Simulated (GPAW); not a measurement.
A run of GPAW 26.7.0 is set up as follows.

The input run.py:

```python
from ase import Atoms
from ase.filters import FrechetCellFilter
from ase.io import write
from ase.optimize import BFGS
from gpaw import GPAW, PW, setup_paths

setup_paths.insert(0, '.')

atoms = Atoms(['Nb'],
              cell=[[-1.66395, 1.66395, 1.66395],
                    [1.66395, -1.66395, 1.66395],
                    [1.66395, 1.66395, -1.66395]],
              scaled_positions=[[0.0, 0.0, 0.0]],
              pbc=True)

calc = GPAW(mode=PW(600),
            xc='PBEsol',
            kpts={'size': (11, 11, 11), 'gamma': True},
            occupations={'name': 'fermi-dirac', 'width': 0.05},
            nbands=15,
            convergence={'density': 1e-05, 'forces': 0.0001},
            maxiter=150,
            txt='gpaw.txt')
atoms.calc = calc
opt = BFGS(FrechetCellFilter(atoms), trajectory='relax.traj', logfile='-')
done = opt.run(fmax=0.02, steps=60)
calc.write('gs.gpw')
write('result.traj', atoms)
print('Converged:', done)
print('Cell:', atoms.cell.cellpar().round(4))
print('Volume:', round(atoms.get_volume(), 4))
print(atoms.get_scaled_positions().round(5))
```

Potentials or basis: PAW data sets generated in the run's folder for this functional, pw.

Launch:

```bash
$ gpaw-setup -f PBEsol Nb
$ OMP_NUM_THREADS=1 python run.py
```

(1) Estimate the band gap on the k mesh.

(2) Predict the relaxed cell.

(3) Predict the relaxed volume.

(4) What does it give for the space group after relaxing (to 0.05 Å)?

## Answers

(1) none (metal or under the smearing width).

(2) a = 2.834 Å, b = 2.834 Å, c = 2.834 Å, α = 109.47°, β = 109.47°, γ = 109.47°.

(3) 17.51 Å³/atom.

(4) Im-3m (No. 229).

Caveat: later steps reuse the first step's grids.
